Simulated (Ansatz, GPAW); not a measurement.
Given: the input of a run of Ansatz 0.2.0 on FeGe. The cell is a database's computed one, not the measured one.

input.yaml

```yaml
crystal:
  lattice:
    - [4.9976023358, 0.0, 0.0]
    - [-2.4988011679, 4.3280505808, 0.0]
    - [0.0, 0.0, 4.11576135]
  atoms:
    - { symbol: Ge, position: [0.6666666667, 0.3333333333, 0.5] }
    - { symbol: Ge, position: [0.3333333333, 0.6666666667, 0.5] }
    - { symbol: Ge, position: [0.0, 0.0, 0.0] }
    - { symbol: Fe, position: [0.0, 0.5, 0.0], spin: 3.0 }
    - { symbol: Fe, position: [0.5, 0.5, 0.0], spin: 3.0 }
    - { symbol: Fe, position: [0.5, 0.0, 0.0], spin: 3.0 }
hamiltonian:
  xc: pbesol
  pseudopotentials: { kind: paw }
magnetization:
  spin_polarized: true
kpoints:
  mp_grid: { grid: [6, 6, 7] }
scf:
  occupations: { method: fermi_dirac, width: 0.05 }
output:
  forces: true
  stress: true
  eigenvalues: true
  write_density: true
  write_potential: true
  elf: true
  volumetric_format: npy
```

Potentials or basis: Ansatz PAW.

Launch:

```console
$ ansatz run input.yaml --threads 1 --pin off --max-ram 3584MiB --backend cpu --events-out ev --progress --plain --runs-dir out
```

Q: Translate it to GPAW 26.7.0 (ASE script). Potentials or basis there: PAW data sets generated for this functional, cutoff 600 eV.

A: As run (cutoffs and basis follow the program's own potentials, and thresholds, step limits or extra output files can differ):

File run.py:

```python
from ase import Atoms
from ase.dft.bandgap import bandgap
from ase.io import write
from ase.units import GPa
from gpaw import GPAW, PW, setup_paths

setup_paths.insert(0, '.')

atoms = Atoms(['Ge', 'Ge', 'Ge', 'Fe', 'Fe', 'Fe'],
              cell=[[4.9976023358, 0.0, 0.0],
                    [-2.4988011679, 4.3280505808, 0.0],
                    [0.0, 0.0, 4.11576135]],
              scaled_positions=[[0.6666666667, 0.3333333333, 0.5],
                                [0.3333333333, 0.6666666667, 0.5],
                                [0.0, 0.0, 0.0],
                                [0.0, 0.5, 0.0],
                                [0.5, 0.5, 0.0],
                                [0.5, 0.0, 0.0]],
              pbc=True)
atoms.set_initial_magnetic_moments([0.0, 0.0, 0.0, 3.0, 3.0, 3.0])

calc = GPAW(mode=PW(600),
            xc='PBEsol',
            kpts={'size': (6, 6, 7), 'gamma': True},
            occupations={'name': 'fermi-dirac', 'width': 0.05},
            nbands=37,
            convergence={'density': 1e-05, 'energy': 1e-05},
            maxiter=150,
            txt='gpaw.txt')
atoms.calc = calc
energy = atoms.get_potential_energy()
forces = atoms.get_forces()
stress = atoms.get_stress()
calc.write('gs.gpw')
write('result.traj', atoms)
print(f'Energy: {energy:.6f} eV')
print('Forces (eV/A):')
print(forces.round(4))
print('Stress (GPa):', (stress / GPa).round(3))
print('Moments:', calc.get_magnetic_moments().round(3))
print('Fermi level:', round(calc.get_fermi_level(), 4), 'eV')
print(f'Gap: {bandgap(calc)[0]:.4f} eV, direct: {bandgap(calc, direct=True)[0]:.4f} eV')
```

Potentials or basis: PAW data sets generated in the run's folder for this functional, pw.

Command:

```console
$ gpaw-setup -f PBEsol Fe Ge
$ OMP_NUM_THREADS=1 python run.py
```

Both were run:

|  | Ansatz | GPAW |
| --- | --- | --- |
| Pressure | -10.2 GPa | -9.2 GPa |
| Net moment | 4.26 μB per cell | 4.26 μB per cell |

Ansatz's pressure holds a Pulay term of +0.06 GPa for its cutoff of 420 eV, which the other run lacks.

The potentials hold 90 and 36 valence electrons a cell.

Ansatz's potentials were made for PBE.

Where Ansatz's input types no cutoff or centring, it takes its own default and a Γ-centred mesh.

The magnetic state is the one that the start led to; the real crystal's order can differ.

The cell lies far from this level's equilibrium.

Pressure is positive in compression.
